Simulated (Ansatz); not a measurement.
Density of states of SiO$_{2}$ (Fddd, a = 4.759 Å, b = 9.522 Å, c = 14.855 Å, α = 90.00°, β = 90.00°, γ = 90.00°), in states per eV and primitive cell, averaged over bins of 0.3 eV. Theory: Ansatz 0.2.0, DFT PBE, scalar-relativistic, plane waves, PAW.

Plane waves to 420 eV, a k mesh through Γ of 6×6×6 on the computed 12-atom cell and Gaussian smearing (0.02 eV); no spin polarisation.

The cell is relaxed at this level. The states (both spins) are summed by tetrahedra on a 9×9×9 mesh at the self-consistent density. Energies are bin centres; the table starts no lower than −8 eV and ends at 6 eV, or lower where the solved bands end.

The gap is 5.60 eV at this level, with the zero inside it.

```tsv
E − E_F (eV)	total	O 2p	Si 3p	O 2s	Si 3s
-7.90	13.59	10.62	2.71	0.05	0.05
-7.60	4.58	3.64	0.86	0.01	0.01
-7.30	0.00	0.00	0.00	0.00	0.00
-7.00	0.00	0.00	0.00	0.00	0.00
-6.70	0.00	0.00	0.00	0.00	0.00
-6.40	0.00	0.00	0.00	0.00	0.00
-6.10	1.35	1.09	0.16	0.07	0.00
-5.80	10.57	8.64	1.21	0.52	0.01
-5.50	8.36	7.18	0.68	0.32	0.02
-5.20	10.54	9.51	0.51	0.27	0.02
-4.90	9.77	9.05	0.33	0.15	0.01
-4.60	13.93	12.85	0.60	0.19	0.01
-4.30	9.77	9.14	0.33	0.10	0.01
-4.00	7.61	7.20	0.18	0.07	0.01
-3.70	10.24	9.81	0.21	0.07	0.01
-3.40	10.29	9.91	0.18	0.06	0.01
-3.10	12.08	11.84	0.08	0.04	0.01
-2.80	2.18	2.15	0.01	0.00	0.00
-2.50	0.00	0.00	0.00	0.00	0.00
-2.20	0.00	0.00	0.00	0.00	0.00
-1.90	0.00	0.00	0.00	0.00	0.00
-1.60	0.00	0.00	0.00	0.00	0.00
-1.30	0.00	0.00	0.00	0.00	0.00
-1.00	0.00	0.00	0.00	0.00	0.00
-0.70	0.00	0.00	0.00	0.00	0.00
-0.40	0.00	0.00	0.00	0.00	0.00
-0.10	0.00	0.00	0.00	0.00	0.00
0.20	0.00	0.00	0.00	0.00	0.00
0.50	0.00	0.00	0.00	0.00	0.00
0.80	0.00	0.00	0.00	0.00	0.00
1.10	0.00	0.00	0.00	0.00	0.00
1.40	0.00	0.00	0.00	0.00	0.00
1.70	0.00	0.00	0.00	0.00	0.00
2.00	0.00	0.00	0.00	0.00	0.00
2.30	0.00	0.00	0.00	0.00	0.00
2.60	0.00	0.00	0.00	0.00	0.00
2.90	0.10	0.00	0.01	0.02	0.05
3.20	0.30	0.01	0.03	0.07	0.15
3.50	0.47	0.03	0.07	0.10	0.20
3.80	0.65	0.04	0.13	0.14	0.26
4.10	0.83	0.06	0.19	0.18	0.31
4.40	1.06	0.08	0.27	0.22	0.36
4.70	1.43	0.12	0.40	0.30	0.47
5.00	2.04	0.17	0.61	0.43	0.65
5.30	2.28	0.20	0.73	0.47	0.68
5.60	2.90	0.22	1.22	0.52	0.57
```

The columns after the total are the Löwdin projections on the occupied valence shells of the potentials. The rest of the total lies in shells that are empty in the free atom, which aren't projected, and between the atoms.

This form isn't the usual stable structure of the compound.

Cost: 1 run of about 2.3 core-minutes, on Arm Neoverse V1 (shared hosts).